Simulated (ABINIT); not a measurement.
WC (Qusongite):

```
W C
1.0
     2.90650    0.00000    0.00000
    -1.45325    2.51710    0.00000
     0.00000    0.00000    2.83660
W C
1 1
Direct
  0.00000 0.00000 0.00000
  0.66667 0.33333 0.50000
```

Base run:

* Program: ABINIT 10.8.3 (patched build)
* Functional: PBEsol
* Potentials or basis: PseudoDojo NC SR PBEsol v0.4.1 standard
* Cutoff: 1007 eV
* k mesh: 8 × 8 × 7
* Occupations: fermi-dirac, width 0.05 eV
* Spin: no spin polarisation

Its results: band gap on the k mesh none (metal or under the smearing width); pressure -3.5 GPa.

Problem. The run is repeated on the same cell with these changes: functional from PBEsol to LDA; potentials or basis from PseudoDojo NC SR PBEsol v0.4.1 standard to JTH PAW LDA v2.0; cutoff from 1007 eV to 435 eV. What comes out?

Solution. Band gap on the k mesh none (metal or under the smearing width); pressure -10.8 GPa.

Not every run made on this cell is shown here.
